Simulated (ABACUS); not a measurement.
**MoS2: equation of state with PBEsol**

Slab: MoS2, a slab with vacuum.

```
Mo S
1.0
     3.18454    0.00000    0.00000
    -1.59227    2.75789    0.00000
     0.00000    0.00000   21.67053
Mo S
2 4
Direct
  0.33333 0.66667 0.85116
  0.66667 0.33333 0.14884
  0.66667 0.33333 0.77963
  0.33333 0.66667 0.07725
  0.66667 0.33333 0.92275
  0.33333 0.66667 0.22037
```

```json
{"Program": "ABACUS 3.10.1", "Task": "equation of state", "Functional": "PBEsol", "Potentials or basis": "PseudoDojo NC SR 0.4.1 PBEsol standard", "Cutoff": "1102 eV", "Density cutoff": "4408 eV", "Basis": "plane waves", "k mesh": "8 × 8 × 2", "Occupations": "fermi-dirac, width 0.05 eV", "Spin": "no spin polarisation", "Radial cutoff of the potentials (pseudo_rcut)": "7 bohr", "SCF threshold on the density": "1e-08", "Max SCF steps": "100", "Eigensolver": "dav", "Mixing": "broyden", "Mixing share": "0.7", "Symmetry key": "1"}
```

```json
{
 "Equilibrium volume": "31.05 Å³/atom",
 "Bulk modulus at fixed shape and positions": "88 GPa",
 "Pressure derivative of the bulk modulus": "4.4 (rough: it moves with the points fitted)"
}
```

Energy against volume, from the lowest point:
```csv
volume (Å³/atom),energy (meV/atom)
29.817,14.43
31.086,0.00
32.355,13.94
33.624,50.64
```

All runs of the series together: 5.6 min on 4 threads of AMD EPYC 7R43 64-Core Processor (Zen 3), on a shared host.

Caveat: the cell was scaled at fixed shape and fractional positions, which overstates the stiffness of a crystal with free parameters, most of all of layers and chains.
